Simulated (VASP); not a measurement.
# VASP 6.6.1 run: Si

INCAR

```
NELM = 120
LCHARG = .FALSE.
NBANDS = 20
ENCUT = 520
ISMEAR = -1
NSW = 0
PREC = Accurate
LREAL = .FALSE.
LWAVE = .FALSE.
SIGMA = 0.02
GGA = PE
EDIFF = 1E-7
ISIF = 2
LASPH = .TRUE.
IBRION = -1
```

KPOINTS

```
KPOINTS created by Atomic Simulation Environment
0
Gamma
18 18 6
0 0 0
```

POSCAR

```
Si
 1.0000000000000000
     3.8321295590073570    0.0000000000000000    0.0000000000000000
    -1.9160647795036785    3.3187215486936292    0.0000000000000000
     0.0000000000000000    0.0000000000000000    6.1509803545999997
 Si
   4
Cartesian
 -0.0000000000000000  2.2124810324624189 -0.0090271243245443
  1.9160647795036780  1.1062405162312094  3.0664630529754553
 -0.0000000000000000  2.2124810324624189  2.3156447572995438
  1.9160647795036780  1.1062405162312094  5.3911349345995427
```

The recommended PBE PAW datasets give the neutral cell 16 valence electrons.

Command

```
mpirun -np 1 vasp_std
```

OSZICAR

```
N       E                     dE             d eps       ncg     rms          rms(c)
DAV:   1     0.241085255051E+02    0.24109E+02   -0.57950E+03  5920   0.657E+02
DAV:   2    -0.200698979661E+02   -0.44178E+02   -0.40547E+02  7648   0.109E+02
DAV:   3    -0.219607794999E+02   -0.18909E+01   -0.18635E+01  7628   0.189E+01
DAV:   4    -0.219800227197E+02   -0.19243E-01   -0.19232E-01  7384   0.243E+00
DAV:   5    -0.219802780772E+02   -0.25536E-03   -0.25535E-03  7244   0.271E-01    0.712E+00
DAV:   6    -0.217057097554E+02    0.27457E+00   -0.93043E-02  6932   0.127E+00    0.434E+00
DAV:   7    -0.215816074619E+02    0.12410E+00   -0.19869E-01  6808   0.193E+00    0.261E-01
DAV:   8    -0.215840687106E+02   -0.24612E-02   -0.18465E-02  6716   0.555E-01    0.124E-01
DAV:   9    -0.215846283147E+02   -0.55960E-03   -0.58769E-04  7472   0.118E-01    0.900E-02
DAV:  10    -0.215847429276E+02   -0.11461E-03   -0.94647E-05  6924   0.414E-02    0.115E-02
DAV:  11    -0.215847489836E+02   -0.60560E-05   -0.10977E-05  7352   0.151E-02    0.852E-03
DAV:  12    -0.215847501984E+02   -0.12148E-05   -0.13283E-06  6932   0.531E-03    0.368E-03
DAV:  13    -0.215847504199E+02   -0.22141E-06   -0.69009E-07  6972   0.352E-03    0.574E-04
DAV:  14    -0.215847504223E+02   -0.24108E-08   -0.23804E-08  5148   0.824E-04
   1 F= -.21584750E+02 E0= -.21584750E+02  d E =-.150500E-05
```

Standard output (part)

```
POSCAR found type information on POSCAR Si
 POSCAR found :  1 types and       4 ions
 LDA part: xc-table for (Slater+PW92), standard interpolation
 POSCAR, INCAR and KPOINTS ok, starting setup
 WAVECAR not read
 entering main loop
```

From OUTCAR

```
k-points           NKPTS =    148   k-points in BZ     NKDIM =    148   number of bands    NBANDS=     20

   NELECT =      16.0000    total number of electrons

   dimension x,y,z NGX =    30 NGY =   30 NGZ =   48
   dimension x,y,z NGXF=    60 NGYF=   60 NGZF=   96

  energy-cutoff  :      520.00
  volume of cell :       78.23
      direct lattice vectors                 reciprocal lattice vectors
     3.832129559  0.000000000  0.000000000     0.260951511  0.150660425  0.000000000
    -1.916064780  3.318721549  0.000000000     0.000000000  0.301320851  0.000000000
     0.000000000  0.000000000  6.150980355     0.000000000  0.000000000  0.162575710

 k-points in reciprocal lattice and weights: KPOINTS created by Atomic Simulation Env
   0.00000000  0.00000000  0.00000000       0.001
   0.05555556  0.00000000  0.00000000       0.003
   0.11111111  0.00000000  0.00000000       0.003
   0.16666667  0.00000000  0.00000000       0.003
   0.22222222  0.00000000  0.00000000       0.003
   0.27777778  0.00000000  0.00000000       0.003
   0.33333333 -0.00000000  0.00000000       0.003
   0.38888889 -0.00000000  0.00000000       0.003
   ...

 E-fermi :   6.3993

 k-point     1 :       0.0000    0.0000    0.0000
  band No.  band energies     occupation
      1      -6.0727      2.00000
      2      -3.5546      2.00000
      3      -0.9756      2.00000
      4       4.5902      2.00000
      5       4.5902      2.00000
      6       6.1415      1.99999
      7       6.2764      1.99573
      8       6.2764      1.99573
      9       7.0815      0.00000
     10       8.1760      0.00000
     11       8.1760      0.00000
     12       9.1455      0.00000
     13      10.0515      0.00000
     14      10.5040      0.00000
     15      10.5040      0.00000
     16      12.1063      0.00000
     17      12.1063      0.00000
     18      13.4828      0.00000
     19      14.8310      0.00000
     20      14.8310      0.00000

 k-point     2 :       0.0556    0.0000    0.0000
  band No.  band energies     occupation
      1      -6.0367      2.00000
      2      -3.5179      2.00000
      3      -0.9562      2.00000
      4       4.2405      2.00000
      5       4.5118      2.00000
      6       5.9861      2.00000
      7       6.0708      2.00000
      8       6.2071      1.99987
      9       7.3672      0.00000
     10       8.2120      0.00000
     11       8.2968      0.00000
     12       9.1928      0.00000
     13      10.2141      0.00000
     14      10.5629      0.00000
     15      10.6446      0.00000
     16      11.8637      0.00000
     17      12.0354      0.00000
     18      13.7309      0.00000
     19      14.5496      0.00000
     20      14.9872      0.00000

 k-point     3 :       0.1111    0.0000    0.0000
  band No.  band energies     occupation
      1      -5.9291      2.00000
      2      -3.4082      2.00000
      3      -0.9031      2.00000
      4       3.5105      2.00000
      5       4.3097      2.00000
      6       5.3038      2.00000
      7       5.8668      2.00000
      8       6.0257      2.00000
      9       7.6210      0.00000
     10       8.6112      0.00000
     11       8.6248      0.00000
     12       9.3066      0.00000
     13      10.1145      0.00000
     14      11.0396      0.00000
     15      11.1953      0.00000
     16      11.3743      0.00000
     17      11.8920      0.00000
     18      14.0557      0.00000
     19      14.3346      0.00000
     20      15.3955      0.00000

 ...

  Total        1.2134040      1.2134040      3.8944940      0.0000000      0.0000000      0.0000000
  in kB       24.8519618     24.8519618     79.7638818      0.0000000      0.0000000      0.0000000
  external PRESSURE =      43.1559351 kB  Pullay stress =       0.0000000 kB

 POSITION                                       TOTAL-FORCE (eV/Angst)
 -----------------------------------------------------------------------------------
      0.00000      2.21248      6.14195        -0.000000     -0.000000     -0.022749
      1.91606      1.10624      3.06646         0.000000      0.000000     -0.022749
      0.00000      2.21248      2.31564         0.000000     -0.000000      0.022749
      1.91606      1.10624      5.39113         0.000000      0.000000      0.022749
 -----------------------------------------------------------------------------------
    total drift:                                0.000000      0.000000      0.000000

  FREE ENERGIE OF THE ION-ELECTRON SYSTEM (eV)
  ---------------------------------------------------
  free  energy   TOTEN  =       -21.5847504223 eV

  energy  without entropy=      -21.5847489173  energy(sigma->0) =      -21.58474967
```

It converged. Results: gap between bands v and c on the k mesh 0.26 eV; least direct gap on the k mesh 0.81 eV; pressure 4.3 GPa; largest force 0.02 eV/Å. Band v is the last that the valence electrons fill when counted band by band, and c is the next.

For comparison, a separate PBE run of the intended cell, on usual settings and not on those above, gives a gap of 0.26 eV on its mesh and a pressure of 4.3 GPa.

The run above took about 3.4 min on one core of a shared host (Intel Xeon Platinum 8488C) and held 0.29 GiB at most.
